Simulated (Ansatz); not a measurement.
Zn vacancy in ZnSe

Computed with the plane-wave PAW code Ansatz (scalar-relativistic, PAW set soft_2): PBE, collinear spin, 420 eV cutoff, k-mesh 2×2×2 shifted by half a step.

The relaxed host crystal (Kohn–Sham gap 1.15 eV over the whole zone):

```
Zn Se
1.0
     0.00000    2.86588    2.86588
     2.86588    0.00000    2.86588
     2.86588    2.86588    0.00000
Zn Se
1 1
Cartesian
  0.0000 0.0000 0.0000
  4.2988 4.2988 4.2988
```

Supercell of 32 atoms, rows of the matrix [[1,-3,1],[1,1,-3],[1,1,1]] times the cell vectors; Zn vacancy at (0.000, 0.000, 0.000) in fractions of the cell above. Atoms are relaxed at the host's cell, from a start shaken by 0.03 Å near the defect; charged cells sit in a uniform background.

Task: How does the lattice relax around the defect, and where do the electrons go?

Result: Distances from the empty Zn site (Å), by shell of the perfect crystal:

```
shell  perfect crystal  charge 0  charge -1  charge -2
 4 Se             2.48      2.43       2.39       2.37
```

```csv
charge,moment of the cell (μB),gap of the cell on the mesh (eV),carriers
0,2.00,0.00,in a band of the host or near its edge
-1,1.00,0.00,in a band of the host or near its edge
-2,0.00,2.73,none in the bands
```

On this mesh the host's own supercell has a gap of 2.97 eV.

At charges 0 and -1 a carrier lies in a band of the host or at its edge (levels aligned by the semicore states), so it isn't shown to be bound to the defect (semilocal functionals spread carriers too far and can miss a bound one), and no level is taken from those states.

No formation energy is given, since the neutral cell holds a carrier in a band.

Caveats: at charge -2: net starting moment lost; semilocal functionals make gaps too small, which shifts levels too; small supercell, so energies and levels can be off by tenths of an eV; one random start near the defect, so other minima are possible.
